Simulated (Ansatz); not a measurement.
Li$_{2}$O:
Space group Fm-3m (No. 225); a = b = c = 4.626 Å, α = β = γ = 90.00°

| atom | site | symmetry | x | y | z |
|---|---|---|---|---|---|
| O | 4a | m-3m | 0.0000 | 0.0000 | 0.0000 |
| Li | 8c | -43m | 0.2500 | 0.2500 | 0.2500 |
(The calculation used a cell of 3 atoms; values per cell refer to that cell.)

Relaxed with PBE. Independent-particle spectrum: no excitons, no local fields, no scissors shift; 0.1 eV broadening; ε₁ of the summed bands alone.

Tabulate the dielectric function from DFT-PBE in the program Ansatz with PAW potentials.



```csv
E (eV),ε₁ xx,ε₂ xx
0.0,2.87,0.00
0.4,2.88,0.00
0.8,2.89,0.00
1.2,2.91,0.00
1.6,2.94,0.00
2.0,2.98,0.00
2.4,3.02,0.00
2.8,3.09,0.00
3.2,3.17,0.00
3.6,3.27,0.00
4.0,3.41,0.00
4.4,3.59,0.00
4.8,3.87,0.00
5.2,4.45,0.07
5.6,4.72,0.69
6.0,5.02,0.99
6.4,6.28,1.88
6.8,5.59,4.93
7.2,2.92,4.62
7.6,2.13,4.10
8.0,1.70,3.79
8.4,1.33,4.16
8.8,-0.51,2.95
9.2,-0.83,1.14
9.6,0.78,0.18
10.0,1.79,0.09
10.4,3.04,0.47
10.8,3.40,2.65
11.2,2.14,2.65
11.6,1.88,2.33
12.0,1.99,2.83
```

From ε at 5.8 eV (xx: 4.83 + 0.85i), find n, k, the normal reflectivity and the absorption coefficient.

n = 2.21, k = 0.193, R = 15 %, α = 2kE/ħc = 110000 cm⁻¹.

With all bands, ε∞ without local fields is 2.99. DFPT, with local fields, gives 2.92.

The PBE relaxation kept the symmetry of its start; phonons on a q-mesh show no instability.

Potentials: the later of the program's two PAW sets.
